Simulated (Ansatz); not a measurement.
The parent structure is CsPbI₃ in the cubic perovskite structure (space group Pm-3m, No. 221).

```
CsPbI3
1.0
    6.33267     0.00000     0.00000
    0.00000     6.33267     0.00000
    0.00000     0.00000     6.33267
Cs Pb I
1 1 3
Cartesian
  0.00000   0.00000   0.00000
  3.16634   3.16634   3.16634
  0.00000   3.16634   3.16634
  3.16634   3.16634   0.00000
  3.16634   0.00000   3.16634
```

Cartesian axes are those of the cell as printed.

Level of theory: r2SCAN, PAW, 500 eV (Ansatz, a first-principles code; no spin-orbit coupling).

For the base:

```
Property                               Result
-----------------------------  --------------
Shortest interatomic distance      5.984 bohr
Hole mass                      0.15 mₑ (at R)
```

It is then changed as follows: biaxial strain +2.70 %, plane normal [001], relaxed out of plane (Cartesian); in-plane vectors clamped, the third vector and the atoms free.

Q: How does this affect the ratio −ε⊥/ε∥?

A: The ratio −ε⊥/ε∥ amounts to 0.25.

Q: How does this affect the shortest interatomic distance?

A: The shortest interatomic distance decreases by 0.0403 bohr, from 5.984 bohr to 5.943 bohr.

Q: What does the calculation give for the hole mass after the change?

A: The hole mass becomes 0.13 mₑ out of plane, 0.20 mₑ in plane (at R) (base: 0.15 mₑ (at R)).

Spin-orbit coupling, missing from the scalar runs, can matter with I and Pb. The levels and masses belong to the bands next to the band gap. Effective masses come from finite differences of ±0.01 Å⁻¹. No phonon test of stability was made. Many cubic perovskites are stable only at high temperature; tilts and polar distortions were not tested. This is not the structure that CsPbI3 has at room temperature and ambient pressure.
